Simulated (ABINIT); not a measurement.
Runs of ABINIT 10.8.3 (patched build) on Pb. Symmetry: Fm-3m, No. 225, cubic system. Conventional cell: a = 4.950 Å, b = 4.950 Å, c = 4.950 Å, α = 90.00°, β = 90.00°, γ = 90.00°. Pb (site symmetry m-3m) is surrounded by 12 Pb at 3.50 Å. 

```tsv
task	level	potentials or basis	cell	cutoff (eV)	fine-grid cutoff	gap on the mesh (eV)	pressure (GPa)	V0 of scaled cells (Å³/atom)	B0 (GPa)
single point	PBEsol	PseudoDojo NC SR PBEsol v0.4.1 standard	as given	762	-	none	-0.6	-	-
equation of state	PBEsol	PseudoDojo NC SR PBEsol v0.4.1 standard	as given	762	-	-	-	29.95	49
single point	PBEsol	PseudoDojo NC SR PBEsol v0.4.1 standard	cell strained at random at fixed volume	762	-	none	-0.6	-	-
equation of state	r2SCAN	JTH PAW PBE v2.0	as given	707	1306.15 eV	-	-	31.18	(a)
```

Alike in all rows: no spin polarisation; k mesh 9 × 9 × 9; smearing fermi-dirac 0.05 eV.

Estimate the missing entries.

(a) 45.

Caveats: pressures at fixed basis lie under the slope of the energies (some runs); the PAW data sets were made with another functional, which shifts forces and pressure a little (some runs).

A k mesh can miss the band edges, and the runs leave out spin-orbit coupling on Pb.

A gap of «none» marks a metal or a gap under the smearing width.
